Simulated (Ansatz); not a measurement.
# K (dhcp type): how the settings move a single-point run

Aim: see which settings change the result for K (dhcp type), by how much, and at what cost.

Program: Ansatz 0.2.0. Level of theory: reference: DFT, PBE, all-electron PAW with datasets made for the crystal, scalar-relativistic. These are calculated values, not measurements.

**1. The structure to begin with**

The structure is hexagonal, space group P6_3/mmc (No. 194). Conventional cell: a = 3.613 Å, b = 3.613 Å, c = 11.742 Å, α = 90.00°, β = 90.00°, γ = 120.00°. K (site symmetry -3m) is surrounded by 12 K at 3.60 to 3.61 Å. K (site symmetry -6m2) has 12 K at 3.60 to 3.61 Å as nearest neighbours.

Structure file:

```
K
1.0
     3.61292    0.00000    0.00000
    -1.80646    3.12888    0.00000
     0.00000    0.00000   11.74198
K
4
Direct
  0.00000 0.00000 0.00000
  0.00000 0.00000 0.50000
  0.33333 0.66667 0.25000
  0.66667 0.33333 0.75000
```

**2. Baseline**

input.yaml reads:

```yaml
crystal:
  lattice:
    - [3.6129155327, 0.0, 0.0]
    - [-1.8064577664, 3.1288766331, 0.0]
    - [0.0, 0.0, 11.7419754814]
  atoms:
    - { symbol: K, position: [0.0, 0.0, 0.0] }
    - { symbol: K, position: [0.0, 0.0, 0.5] }
    - { symbol: K, position: [0.3333333333, 0.6666666667, 0.25] }
    - { symbol: K, position: [0.6666666667, 0.3333333333, 0.75] }
kpoints:
  mp_grid: { grid: [8, 8, 3] }
scf:
  occupations: { method: fermi_dirac, width: 0.1 }
hamiltonian:
  xc: pbe
  pseudopotentials: { kind: all_electron, datasets: crystal }
output:
  forces: true
  stress: true
  eigenvalues: true
```

Started as:

```
$ ansatz run input.yaml --threads 1 --pin off --max-ram 3072MiB --backend cpu --events-out ev --progress --plain --runs-dir out
```

**3. Changed: mp_grid.grid [3, 3, 1], xc lda**

Edit input.yaml of step 2 so:

```diff
@@ -11,3 +11,3 @@
 kpoints:
-  mp_grid: { grid: [8, 8, 3] }
+  mp_grid: { grid: [3, 3, 1] }
 scf:
@@ -15,3 +15,3 @@
 hamiltonian:
-  xc: pbe
+  xc: lda
   pseudopotentials: { kind: all_electron, datasets: crystal }
```

Before running it: what results should come out? Wanted: for each run, ending; energy change; pressure; gap; force.

The runs gave:

| run | ending | energy change | pressure (GPa) | gap (eV) | force (eV/Å) | cycles | time |
| --- | --- | --- | --- | --- | --- | --- | --- |
| reference | converged | - | 12.1 | 0.00 | 0.00 | 8 | 6 s |
| 1: mp_grid.grid [3, 3, 1], xc lda | converged | not comparable | 9.3 | 0.00 | 0.00 | 8 | 1.4 s |

Residual by cycle in the longest SCF loop of each run; runs are numbered as in the table. The quantity is the density residual dr2, in eV.

| cycle | reference | run 1 |
| --- | --- | --- |
| 1 | 0.216 | 0.344 |
| 2 | 0.0866 | 0.0826 |
| 3 | 0.00717 | 0.0021 |
| 4 | 0.00231 | 4.2e-4 |
| 5 | 4.1e-5 | 4.7e-5 |
| 6 | 1.0e-5 | 5.1e-6 |
| 7 | 1.4e-6 | 2.0e-7 |
| 8 | 3.7e-8 | 1.8e-9 |

What this shows: Total energies don't compare across a change of functional; the pressure goes from 12.1 to 9.3 GPa. The k-point mesh changed too. Cost: 1.4 s against 6 s. The structure is not at rest: the sound run finds 12 GPa, so these are no properties of the relaxed crystal. 
